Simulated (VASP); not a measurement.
# Hf: single point with PW91+D4

Hf:

```
CELL_PARAMETERS angstrom
0.00079 2.20522 2.18300
2.22069 0.00455 2.17923
2.26100 2.24177 -0.03576
ATOMIC_POSITIONS crystal
Hf 0.01920 0.98832 0.98987
```

The cell isn't the ideal one: cell strained at random at fixed volume.

* Program: VASP 6.6.1
* Task: single point
* Functional: PW91
* Dispersion: D4
* Potentials or basis: VASP PAW PBE potentials, release 64 (Hf_sv_GW)
* Cutoff: 600 eV
* k mesh: 10 × 10 × 10
* Occupations: methfessel-paxton, width 0.2 eV
* Spin: no spin polarisation
* Further INCAR settings: ALGO = Normal; EDIFF = 1.00e-07

```
Pressure                   : 1.2 GPa
Band gap on the k mesh     : none (metal or under the smearing width)
Dispersion energy per atom : -0.169 eV
```

Stress tensor (GPa, compression positive):
```
 0.77 -1.21  1.20
-1.21  1.24  0.97
 1.20  0.97  1.70
```

Levels at points of the mesh, in eV from the Fermi level:
| k point | band 3 | band 4 | band 5 | band 6 | band 7 | band 8 | band 9 | band 10 |
| --- | --- | --- | --- | --- | --- | --- | --- | --- |
| (0.00, 0.00, 0.00) | -29.84 | -29.84 | -7.24 | 1.07 | 1.45 | 1.55 | 4.09 | 4.36 |
| (0.50, 0.00, 0.00) | -29.99 | -29.97 | -3.68 | 0.79 | 0.86 | 1.36 | 6.24 | 6.57 |
| (0.00, 0.50, 0.00) | -30.00 | -29.97 | -3.67 | 0.81 | 0.81 | 1.39 | 6.32 | 6.53 |
| (0.50, 0.50, 0.00) | -30.21 | -30.16 | -3.34 | -2.27 | 2.87 | 6.36 | 6.99 | 7.10 |
| (0.00, 0.00, 0.50) | -29.95 | -29.93 | -3.77 | 0.52 | 1.13 | 1.31 | 6.25 | 6.39 |
| (0.50, 0.00, 0.50) | -30.20 | -30.14 | -3.36 | -2.24 | 2.71 | 6.37 | 6.93 | 7.16 |
| (0.00, 0.50, 0.50) | -30.18 | -30.14 | -3.38 | -2.22 | 2.57 | 6.38 | 6.98 | 7.11 |
| (0.50, 0.50, 0.50) | -29.98 | -29.97 | -3.68 | 0.78 | 0.98 | 1.24 | 6.16 | 6.62 |

Wall time 73 s on 1 thread of Intel(R) Xeon(R) 6975P-C (Granite Rapids), on a shared host, peak memory 0.29 GiB.

Caveat: the PAW data sets were made with another functional, which shifts forces and pressure a little; pairwise dispersion overbinds metals, which lowers pressure and volume. The run has no spin-orbit coupling, so splittings on Hf are missing.
